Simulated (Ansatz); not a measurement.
The cell is COD entry 1011374, as deposited and not checked against the literature; nothing was relaxed.

A run on Na2S: DFT, PBE, all-electron LAPW, scalar-relativistic (Ansatz 0.2.0). The input:

```yaml
crystal:
  lattice:
    - [0.0, 3.263, 3.263]
    - [3.263, 0.0, 3.263]
    - [3.263, 3.263, 0.0]
  atoms:
    - { symbol: Na, position: [0.25, 0.25, 0.25] }
    - { symbol: Na, position: [0.75, 0.75, 0.75] }
    - { symbol: S, position: [0.0, 0.0, 0.0] }
kpoints:
  mp_grid: { grid: [8, 8, 8] }
scf:
  occupations: { method: fermi_dirac, width: 0.02 }
hamiltonian:
  xc: pbe
  pseudopotentials:
    kind: all_electron
    lapw: { basis_error: 0.001, muffin_tin_radii: { Na: 1.582, S: 1.582 } }
output:
  forces: true
  stress: true
  eigenvalues: true
```

Problem. Did this run give a result to trust?

Solution. No. The program refused the input. The typed spheres overlap: twice 1.582 Å exceeds the shortest distance, 2.826 Å; smaller radii, or none typed, cure it. It says:
```
Error: `kind: all_electron` solves this crystal on LAPW (the input types lapw, or this build lists no dataset of some species for it), and no LAPW basis is found for it: the given muffin-tin radii of Na and S, or the smallest supported ones, add up to 3.164 Å, and 2.826 Å are free between these atoms; give smaller radii, or leave one out; where each species has a listed dataset, leave lapw and dirac_shells out and run without spin–orbit coupling, or set another kind (and leave the keys of all_electron out)
```
 The same cell converged in the base run, which differs by not having this change: all sphere radii typed as 1.582 A.
